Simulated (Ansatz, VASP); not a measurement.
This is a calculation of Pb (Lead) for Ansatz 0.2.0. 

File input.yaml:

```yaml
crystal:
  lattice:
    - [0.0, 2.47502, 2.47502]
    - [2.47502, 0.0, 2.47502]
    - [2.47502, 2.47502, 0.0]
  atoms:
    - { symbol: Pb, position: [0.0, 0.0, 0.0] }
kpoints:
  mp_grid: { grid: [9, 9, 9] }
scf:
  occupations: { method: fermi_dirac, width: 0.05 }
hamiltonian:
  xc: pbesol
  dispersion: d3bj
  pseudopotentials: { kind: all_electron, lapw: { basis_error: 0.001 } }
output:
  forces: true
  stress: true
relax:
  f_tol: 0.01
  max_steps: 60
  cell: {}
```

Potentials or basis: all-electron LAPW, scalar-relativistic.

Run with:

```console
$ ansatz run input.yaml --threads 1 --pin off --max-ram 3072MiB --backend cpu --events-out ev --progress --plain --runs-dir out
```

Question: Translate it to VASP 6.6.1. Potentials or basis there: PBE PAW files Pb_d, 600 eV.

Answer: As run (cutoffs and basis follow the program's own potentials, and thresholds, step limits or extra output files can differ):

The input INCAR:

```
ALGO     = Normal         # electronic algorithm
EDIFF    = 1E-6           # SCF threshold, eV
EDIFFG   = -0.01          # ionic threshold
ENCUT    = 600            # plane-wave cutoff, eV
GGA      = PS             # functional
IBRION   = 2              # ionic algorithm
ISIF     = 3              # what is computed and relaxed
ISMEAR   = -1             # smearing method
IVDW     = 12             # dispersion correction
LASPH    = True           # aspherical terms in the spheres
LCHARG   = False          # write CHGCAR
LREAL    = False          # projectors in reciprocal space
LWAVE    = False          # write WAVECAR
NELM     = 80             # most SCF steps
NSW      = 40             # ionic steps
PREC     = Accurate       # precision mode
SIGMA    = 0.05           # smearing width, eV
```

File KPOINTS:

```
k-points
0
Gamma
  9 9 9
```

POSCAR

```
Pb
1.0
    0.0000000000      2.4750200000      2.4750200000
    2.4750200000      0.0000000000      2.4750200000
    2.4750200000      2.4750200000      0.0000000000
Pb
1
Direct
    0.0000000000      0.0000000000      0.0000000000
```

Potentials or basis: VASP PAW PBE potentials, release 64 (Pb_d).

Launch:

```sh
$ cat potpaw_PBE.64/Pb_d/POTCAR > POTCAR
$ mpirun -np 1 vasp_std > vasp.out
```

Both were run:

|  | Ansatz | VASP |
| --- | --- | --- |
| Relaxed volume | 28.50 Å³/atom | 28.50 Å³/atom |
| Relaxed cell | a = 3.429 Å, b = 3.429 Å, c = 3.429 Å, α = 60.00°, β = 60.00°, γ = 60.00° | a = 3.429 Å, b = 3.429 Å, c = 3.429 Å, α = 60.00°, β = 60.00°, γ = 60.00° |
| Space group after relaxing | Fm-3m (No. 225) | Fm-3m (No. 225) |
| Pressure after relaxing | 0.0 GPa | 0.0 GPa |

VASP's potentials were made for PBE.

Where Ansatz's input types no cutoff or centring, it takes its own default and a Γ-centred mesh.

Pressure is positive in compression.
